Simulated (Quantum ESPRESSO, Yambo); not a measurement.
# A GW chain in Yambo: MgO (Fm-3m), part 2 of 3

Wanted: ground state, empty states, screening and self-energy for MgO (Fm-3m).

Quantum ESPRESSO 7.5 and Yambo 5.3.0; PBE and many-body steps on it, plane waves. Known limits of the many-body steps: not at the basis limit; coarse k mesh.

So far. Step 2 (Ground state): The gap is direct, at Γ. Step 3 (Bands along the symmetry lines): The gap is 4.895 eV, as in the run before at this level.

### 4. Empty states on the mesh, 4×4×4 mesh, 84 bands

Level of this step: DFT, PBE, plane waves, norm-conserving pseudopotentials (Quantum ESPRESSO).

The sums over transitions need many empty states on a uniform mesh; this step solves for them.

The input, pw.in:

```
&control
  calculation = 'nscf'
  prefix = 'x'
  outdir = 'o'
  pseudo_dir = 'pseudo'
/
&system
  ibrav = 0
  nat = 2
  ntyp = 2
  ecutwfc = 76.0
  nbnd = 84
  force_symmorphic = .true.
/
&electrons
  conv_thr = 1e-9
  electron_maxstep = 80
  diago_full_acc = .true.
  diago_thr_init = 5e-6
/
ATOMIC_SPECIES
  Mg 24.305 Mg.upf
  O 15.999 O.upf
CELL_PARAMETERS angstrom
  -0.0000000000 2.0970013927 2.0970013927
  2.0970013927 -0.0000000000 2.0970013927
  2.0970013927 2.0970013927 -0.0000000000
ATOMIC_POSITIONS crystal
  Mg 0.0000000000 0.0000000000 0.0000000000
  O 0.5000000000 0.5000000000 0.5000000000
K_POINTS automatic
  4 4 4 0 0 0
```

On the command line:

```bash
$ OMP_NUM_THREADS=1 mpirun -n 4 pw.x -nk 4 -in pw.in > pw.out
```

The program printed:

```text
[banner, memory and clock lines left out]
Program PWSCF v.7.5 starts

     Atomic positions and unit cell read from directory:
     o/x.save/

     Message from routine setup:
     using ibrav=0 with symmetry is DISCOURAGED, use correct ibrav instead

     G-vector sticks info

     bravais-lattice index     =            0
     lattice parameter (alat)  =       5.6042  a.u.
     unit-cell volume          =     124.4580 (a.u.)^3
     number of atoms/cell      =            2
     number of atomic types    =            2
     number of electrons       =        16.00
     number of Kohn-Sham states=           84
     kinetic-energy cutoff     =      76.0000  Ry
     charge density cutoff     =     304.0000  Ry
     Exchange-correlation= PBE
                           (   1   4   3   4   0   0   0)

     celldm(1)=   5.604187  celldm(2)=   0.000000  celldm(3)=   0.000000
     celldm(4)=   0.000000  celldm(5)=   0.000000  celldm(6)=   0.000000

     crystal axes: (cart. coord. in units of alat)
               a(1) = (  -0.000000   0.707107   0.707107 )
               a(2) = (   0.707107  -0.000000   0.707107 )
               a(3) = (   0.707107   0.707107  -0.000000 )

     reciprocal axes: (cart. coord. in units 2 pi/alat)
               b(1) = ( -0.707107  0.707107  0.707107 )
               b(2) = (  0.707107 -0.707107  0.707107 )
               b(3) = (  0.707107  0.707107 -0.707107 )
     Pseudo is Norm-conserving, Zval = 10.0
     Generated using ONCVPSP code by D. R. Hamann
     Using radial grid of 1510 points,  4 beta functions with:
     Pseudo is Norm-conserving + core correction, Zval =  6.0
     Generated using ONCVPSP code by D. R. Hamann
     Using radial grid of  936 points,  5 beta functions with:
     Mg               10.00    24.30500     Mg( 1.00)
     O                 6.00    15.99900     O ( 1.00)

     48 Sym. Ops., with inversion, found

   Cartesian axes

     site n.     atom                  positions (alat units)
         1        Mg     tau(   1) = (   0.0000000   0.0000000   0.0000000  )
         2        O      tau(   2) = (   0.7071068   0.7071068   0.7071068  )

     number of k points=     8
                       cart. coord. in units 2pi/alat
        k(    1) = (   0.0000000   0.0000000   0.0000000), wk =   0.0312500
        k(    2) = (   0.1767767   0.1767767  -0.1767767), wk =   0.2500000
        k(    3) = (  -0.3535534  -0.3535534   0.3535534), wk =   0.1250000
[...]
k(    7) = (  -0.7071068   0.0000000   0.0000000), wk =   0.0937500
        k(    8) = (  -0.7071068   0.3535534   0.0000000), wk =   0.1875000

     Dense  grid:    11113 G-vectors     FFT dimensions: (  32,  32,  32)

     The potential is recalculated from file :
     o/x.save/charge-density

     Starting wfcs are    9 randomized atomic wfcs +   75 random wfcs

     Band Structure Calculation

     End of band structure calculation

          k = 0.0000 0.0000 0.0000 (  1411 PWs)   bands (ev):

   -64.1039 -30.8549 -30.8549 -30.8549  -9.0394   8.2133   8.2133   8.2133
    13.1082  24.2494  24.2494  24.2494  28.0510  30.0888  30.0888  32.7919
    32.7919  32.7919  46.8852  46.8852  46.8852  47.6505  59.3157  59.3157
[...]
155.5174 155.5174 155.5174 155.6992

          k = 0.1768 0.1768-0.1768 (  1390 PWs)   bands (ev):

[...]
148.1649 148.1649 148.9270 148.9270

          k =-0.3536-0.3536 0.3536 (  1404 PWs)   bands (ev):

[...]
121.0941 121.2255 121.2255 122.3905 123.1135 123.2760 126.9231 126.9231
   129.2261 132.6181 137.5727 137.5727 139.9411 139.9411 140.0336 140.0336
   140.1419 144.5925 145.4664 148.9407

          k = 0.3536 0.0000 0.0000 (  1387 PWs)   bands (ev):

     [... further k-points ...]

     highest occupied, lowest unoccupied level (ev):     8.2133   13.1082

     XML data file, pseudopotentials, collected wavefunctions
```

Wall time 1.9 s (4 MPI ranks of Arm Neoverse V1, shared host); peak memory 0.05 GiB.

Numbers from this step:

- gap: 4.895 eV
- k of the valence top: 0, 0, 0
- k of the conduction bottom: 0, 0, 0
- least direct gap: 4.895 eV
- k points computed: 8
- lowest point of the top converged band, above the valence top: 135.4117 eV

On this mesh the gap is 4.895 eV.

### 5. Conversion and set-up

This step: Yambo 5.3.0; conversion and set-up on PBE, plane waves, norm-conserving pseudopotentials.

The states are converted to the many-body program's format and the q mesh is built.

On the command line:

```bash
$ (cd o/x.save; p2y > p2y.log; mv SAVE ../..); yambo > setup.log
```

The program printed:

```text
 Yambo, version 5.3.0

 [02] CORE Variables Setup
 =========================

  [02.01] Unit cells
  ==================

  Cell kind             :  FCC
  Atoms in the cell     :  Mg  O
  number of Mg atoms    :  1
  number of O  atoms    :  1

  List of atomic masses
  Mass of Mg    :  24.30500
  Mass of O     :  15.99900

  List of atomic coordinates    : [cc]
  Mg1       :  0.000000  0.000000  0.000000  order 1
  O1       :  3.962758  3.962758  3.962758  order 2

  Alat factors          :  3.962758  3.962758  3.962758 [a.u.]
  Direct lattice volume :  124.4580 [a.u.]
  Direct lattice vectors:  A[ 1 ]  A[ 2 ]  A[ 3 ]
   A[ 1 ]: -0.000000  1.000000  1.000000  [iru]
  -0.000000  3.962758  3.962758  [cc]
   A[ 2 ]:  1.000000 -0.000000  1.000000  [iru]
   3.962758 -0.000000  3.962758  [cc]
   A[ 3 ]:  1.000000  1.000000 -0.000000  [iru]
   3.962758  3.962758 -0.000000  [cc]

  Recip. lattice volume :  1.993044 [a.u.]
  Recip. lattice vectors:  B[ 1 ]  B[ 2 ]  B[ 3 ]
   B[ 1 ]: -0.500000  0.500000  0.500000  [iku]
  -0.792779  0.792779  0.792779  [cc]
   B[ 2 ]:  0.500000 -0.500000  0.500000  [iku]
   0.792779 -0.792779  0.792779  [cc]
   B[ 3 ]:  0.500000  0.500000 -0.500000  [iku]
   0.792779  0.792779 -0.792779  [cc]

  [02.02] Symmetries
  ==================

  Inversion symmetry    : yes
  Spatial inversion     : yes
  Inversion index       :  25
  K-space Time-reversal : no
  Magnetic symmetries   : no
  Group table correct   : yes
  Symmetries units      :  [cc]

   [S  1]:   1.0000      0.15689E-16  0.15689E-16  0.15689E-16   1.0000     -0.15689E-16 -0.15689E-16 -0.15689E-16   1.0000
   [S  2]:  -1.0000     -0.15689E-16  0.15689E-16 -0.15689E-16  -1.0000     -0.15689E-16  0.15689E-16  0.15689E-16   1.0000
   [S  3]:  -1.0000      0.15689E-16 -0.15689E-16 -0.15689E-16   1.0000      0.15689E-16  0.15689E-16 -0.15689E-16  -1.0000
[...]
[... 36 further rows ...]
   [S 47]:  0.15689E-16   1.0000     -0.15689E-16 -0.15689E-16  0.15689E-16  -1.0000       1.0000     -0.15689E-16  0.15689E-16
   [S 48]:  0.15689E-16  -1.0000      0.15689E-16 -0.15689E-16 -0.15689E-16   1.0000       1.0000      0.15689E-16 -0.15689E-16

  [02.03] Reciprocal space
  ========================

  nG shells         :  163
  nG charge         :  11113
  nG WFs            :  1822
  nC WFs            :  1411
  G-vecs. in first 16 shells:  [ Number ]
     1    9   15   27   51   59   65   89  113
   137  169  181  229  259  283  307
  ...
  Shell energy in first 16 shells:  [ mHa ]
    0.00000      942.748      1257.00      2514.00      3456.74      3770.99      5027.99      5970.74      6284.99
    7541.99      8484.74      10056.0      10998.7      11313.0      12570.0      13512.7
  ...

  [02.04] K-grid lattice
  ======================

  Compatible Grid is   : 3D
  Base K vectors       :  K_min[ 1 ]  K_min[ 2 ]  K_min[ 3 ]
[...]
BZ  K-points                                      :   64

  K/Q-points units:
  rlu = crystal or reduced units; cc = cartesian coordinates; iku = interal k-units

  K [1]          [rlu]:  0.000000  0.000000  0.000000
         WF components:  1411
  K [2]          [rlu]: -0.65702E-17 -0.65702E-17  0.25000
         WF components:  1390
  K [3]          [rlu]:  0.13140E-16  0.13140E-16 -0.50000
         WF components:  1404
  K [4]          [rlu]: -0.13557E-17  0.25000      0.25000
         WF components:  1387
  K [5]          [rlu]: -0.21291E-16  0.25000     -0.50000
         WF components:  1400
  [... 2 further k-points ...]
  K [8]          [rlu]:  0.250000 -0.500000 -0.250000
         WF components:  1384

  [02.05] Energies & Occupations
  ==============================

  [X] === General ===
  [X] Electronic Temperature                        :  0.000000  0.000000 [eV K]
  [X] Bosonic    Temperature                        :  0.000000  0.000000 [eV K]
  [X] Finite Temperature mode                       : no
  [X] El. density                                   :  0.86755E+24 [cm-3]
  [X] Fermi Level                                   :  8.213328 [eV]

  [X] === Gaps and Widths ===
  [X] Conduction Band Min                           :  4.894827 [eV]
  [X] Valence Band Max                              :  0.000000 [eV]
  [X] Filled Bands                                  :   8
  [X] Empty Bands                                   :    9   84
  [X] Direct Gap                                    :  4.894827 [eV]
  [X] Direct Gap localized at k                     :  1
  [X] Indirect Gap                                  :  4.894827 [eV]
  [X] Indirect Gap between kpts                     :  1  1
  [X] Last valence band width                       :  1.776113 [eV]
  [X] 1st conduction band width                     :  6.880121 [eV]

  E @ K [1]:  [eV]
   -72.3172     -39.0682     -39.0682     -39.0682     -17.2527    -0.175328E-8 -0.171610E-8   0.00000
    4.89483  16.03604  16.03604  16.03604  19.83771  21.87550  21.87550  24.57858
  occ @ K [1]
   2.000000  2.000000  2.000000  2.000000  2.000000  2.000000  2.000000  2.000000
[...]
E @ K [2]:  [eV]
[...]
occ @ K [2]
[...]
E @ K [3]:  [eV]
[...]
occ @ K [3]
[...]
E @ K [4]:  [eV]
[...]
occ @ K [4]
[...]
E @ K [5]:  [eV]
[...]
occ @ K [5]
[...]
[... 2 further k-points ...]
  E @ K [8]:  [eV]
[...]
occ @ K [8]
   2.000000  2.000000  2.000000  2.000000  2.000000  2.000000  2.000000  2.000000
   0.000000  0.000000  0.000000  0.000000  0.000000  0.000000  0.000000  0.000000

 [03] Transferred momenta grid and indexing
 ==========================================

 IBZ Q-points                                      :   8
 BZ  Q-points                                      :   64

 K/Q-points units:
 rlu = crystal or reduced units; cc = cartesian coordinates; iku = interal k-units

 Q [1]          [rlu]:  0.000000  0.000000  0.000000
 Q [2]          [rlu]: -0.65702E-17 -0.65702E-17  0.25000
 Q [3]          [rlu]:  0.13140E-16  0.13140E-16 -0.50000
[...]
Q [7]          [rlu]:  0.27115E-17 -0.50000     -0.50000
 Q [8]          [rlu]:  0.250000 -0.500000 -0.250000

  [03.01] X indexes
  =================

   [03.01.01] Sigma indexes
   ========================

 [06] Game Over & Game summary
```

The job ended after 1.6 s (1 MPI rank; peak memory 0.24 GiB).

(Continued in part 3 of 3.)

[Paths, hosts, dates, memory and timing lines, banners, echoed tables and standing remarks are left out of the program output.]

[Logs are printed without paths, hosts, clocks, repeated set-up lines and the standing remarks that a program may print on its own settings, such as how far it seeks lower states.]

[Runs of the session that timed out or met a known fault of the program may be left out.]

[Hosts, paths, dates, database ids (printed as entryN), source tags and the programs' standing remarks are cut or masked in the printed files.]
